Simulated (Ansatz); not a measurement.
A run of Ansatz 0.2.0 is set up as follows.

File input.yaml:

```yaml
crystal:
  lattice:
    - [0.0, 2.82685, 2.82685]
    - [2.82685, 0.0, 2.82685]
    - [2.82685, 2.82685, 0.0]
  atoms:
    - { symbol: As, position: [0.75, 0.75, 0.75] }
    - { symbol: Ga, position: [0.0, 0.0, 0.0] }
kpoints:
  mp_grid: { grid: [8, 8, 8] }
  band_path:
    path:
      - [0.0, 0.0, 0.0]
      - [0.5, 0.0, 0.5]
      - [0.5, 0.25, 0.75]
      - [0.375, 0.375, 0.75]
      - [0.0, 0.0, 0.0]
      - [0.5, 0.5, 0.5]
      - [0.625, 0.25, 0.625]
      - [0.5, 0.25, 0.75]
    npoints: 12
scf:
  occupations: { method: fermi_dirac, width: 0.05 }
hamiltonian:
  xc: pbesol
  pseudopotentials:
    kind: all_electron
    lapw: { basis_error: 0.001 }
    dirac_shells: { As: ["3p"], Ga: ["3p"] }
output:
  forces: true
  stress: true
  eigenvalues: true
```

Potentials or basis: all-electron LAPW, inner shells corrected to Dirac's equation.

The run is started by

```sh
$ ansatz run input.yaml --threads 1 --pin off --max-ram 3072MiB --backend cpu --events-out ev --progress --plain --runs-dir out
```

Q: Estimate the band gap along the path.

A: 0.45 eV, direct.

Q: What does it give for the pressure?

A: 0.2 GPa.

Q: Estimate the band gap on the k mesh.

A: 0.45 eV, direct.

Levels at the corners of the path, in eV from the valence-band top:
```tsv
point	band 18	band 19	band 20	band 21	band 22	band 23	band 24	band 25	band 26	band 27
Γ	-14.70	-12.75	0.00	0.00	0.00	0.45	3.70	3.70	3.70	7.40
X	-14.68	-10.24	-6.84	-2.69	-2.69	1.36	1.58	10.13	10.13	10.87
W	-14.69	-10.18	-6.65	-3.57	-3.38	4.60	4.63	5.35	5.95	11.00
K	-14.69	-10.28	-6.65	-3.90	-2.27	1.87	4.57	7.89	8.03	8.57
Γ	-14.70	-12.75	0.00	0.00	0.00	0.45	3.70	3.70	3.70	7.40
L	-14.69	-10.98	-6.67	-1.15	-1.15	0.93	4.59	4.59	7.59	10.27
U	-14.69	-10.28	-6.65	-3.90	-2.27	1.87	4.57	7.89	8.03	8.57
W	-14.69	-10.18	-6.65	-3.57	-3.38	4.60	4.63	5.35	5.95	11.00
```

**Experimental background.**

“Evidence of valence band perturbations in GaAsN/GaAs(001): A combined variable-angle spectroscopic ellipsometry and modulated photoreflectance investigation”, 2008, arxiv:0805.2212 reports, for a bulk crystal of GaAs at 300 K: band gap 1.418 ± 0.005 eV (direct).

Measured gap of GaAs: 1.418 eV (direct; 300 K; “Evidence of valence band perturbations in GaAsN/GaAs(001): A combined variable-angle spectroscopic ellipsometry and modulated photoreflectance investigation”, 2008, arxiv:0805.2212). This calculation gives 0.45 eV (-0.97 eV). 3 values of this kind are on record (1.412 to 1.51 eV); this one was drawn at random among those near their median, those with a stated uncertainty first. Spin-orbit coupling on As, Ga is left out. The value is that of PBEsol, without temperature or zero-point motion. Semilocal functionals fall short of measured gaps as a rule.
